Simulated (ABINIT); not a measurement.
A run of ABINIT 10.8.3 (patched build) is set up as follows.

The input run.py:

```python
import json, os
import numpy as np
from ase.eos import EquationOfState
from ase.units import GPa
from ase.calculators.mixing import SumCalculator
from dftd4.ase import DFTD4
from ase.calculators.abinit import Abinit, AbinitProfile
from ase import Atoms

atoms = Atoms(['Pb', 'Te'],
              cell=[[4.002287, 0.0, 0.0], [0.0, 4.002287, 0.0], [0.0, 0.0, 4.002287]],
              scaled_positions=[[0.0, 0.0, 0.0], [0.5, 0.5, 0.5]],
              pbc=True)

profile = AbinitProfile(command='abinit', pp_paths=[os.path.abspath('pseudos')])
params = dict(
    pps='pawxml', xc='PBE',
    ecut=462.5936,
    pawecutdg=925.1871,
    kptopt=1,
    ngkpt=[7, 7, 7],
    nshiftk=1,
    shiftk=[0.0, 0.0, 0.0],
    ixc=14,
    nband=14,
    occopt=3,
    tsmear=0.05,
    nstep=100,
    tolvrs=1e-09,
    prtwf=0,
    prtden=0,
)

cell0 = atoms.cell.copy()
volumes, energies = [], []
for i, x in enumerate([0.94, 0.96, 0.98, 1.0, 1.02, 1.04, 1.06]):
    atoms.set_cell(cell0 * x ** (1 / 3), scale_atoms=True)
    atoms.calc = SumCalculator([Abinit(profile=profile, directory=f'v{i}', **params), DFTD4(method='revpbe')])
    volumes.append(atoms.get_volume() / len(atoms))
    dft, disp = atoms.calc.mixer.calcs
    energies.append((dft.get_property('free_energy', atoms) + disp.get_property('energy', atoms)) / len(atoms))
    print(f'{x:5.2f} {volumes[-1]:10.5f} A^3/atom {energies[-1]:14.6f} eV/atom', flush=True)
    json.dump(dict(volumes=volumes, energies=energies), open('results.json', 'w'))
v0, e0, b0 = EquationOfState(volumes, energies, eos='birchmurnaghan').fit()
print(f'V0 {v0:.4f} A^3/atom  E0 {e0:.6f} eV/atom  B0 {b0 / GPa:.2f} GPa')
```

Potentials or basis: JTH PAW PBE v2.0.

Run with:

```console
$ python run.py
```

Task: What does it give for the bulk modulus?

Result: 149 GPa (rough).

Task: What does it give for the equilibrium volume?

Result: 32.82 Å³/atom (rough: see the caveat).

Energy against volume, from the lowest point:
| volume (Å³/atom) | energy (meV/atom) |
| --- | --- |
| 30.132 | 28.74 |
| 30.773 | 27.59 |
| 31.414 | 26.56 |
| 32.055 | 4.85 |
| 32.696 | 0.00 |
| 33.337 | 11.09 |
| 33.978 | 23.95 |

Caveat: the cutoff is too short for stress, so the log's stress isn't used; pressures at fixed basis lie under the slope of the energies; the fit is doubtful: noisy points or a state that changes with volume; the log and the count of SCF iterations are those of the last ABINIT call alone; the PAW data sets were made with another functional, which shifts forces and pressure a little. The run has no spin-orbit coupling, so splittings on Pb, Te are missing.
